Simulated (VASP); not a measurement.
Here is a VASP 6.6.1 calculation.

INCAR

```
PREC = Accurate
ENCUT = 600
EDIFF = 1E-7
ISMEAR = 0
SIGMA = 0.02
LREAL = F
LASPH = T
NELM = 100
ALGO = Normal
ISIF = 3
LWAVE = F
LCHARG = F
GGA = PS
IBRION = 2
NSW = 100
EDIFFG = -0.002
PSTRESS = 320.0
```

KPOINTS

```
Automatic mesh
0
Gamma
  6 6 6
```

The input POSCAR:

```
NaCl
1.0
    3.5021900000      0.0000000000      0.0000000000
    0.0000000000      3.5021900000      0.0000000000
    0.0000000000      0.0000000000      3.5021900000
Na Cl
1 1
Direct
    0.0000000000      0.0000000000      0.0000000000
    0.5000000000      0.5000000000      0.5000000000
```

Potentials or basis: VASP PAW PBE potentials, release 64 (Na_pv, Cl).

The run is started by

```sh
$ cat potpaw_PBE.64/Na_pv/POTCAR potpaw_PBE.64/Cl/POTCAR > POTCAR
$ mpirun -np 1 vasp_std > vasp.out
```

(1) Estimate the band gap on the k mesh.

(2) What does it give for the relaxed cell?

Results:

(1) 4.71 eV, direct.

(2) a = 3.001 Å, b = 3.001 Å, c = 3.001 Å, α = 90.00°, β = 90.00°, γ = 90.00°.

Caveat: the cell is relaxed towards a set pressure, so the enthalpy falls and the energy may rise.
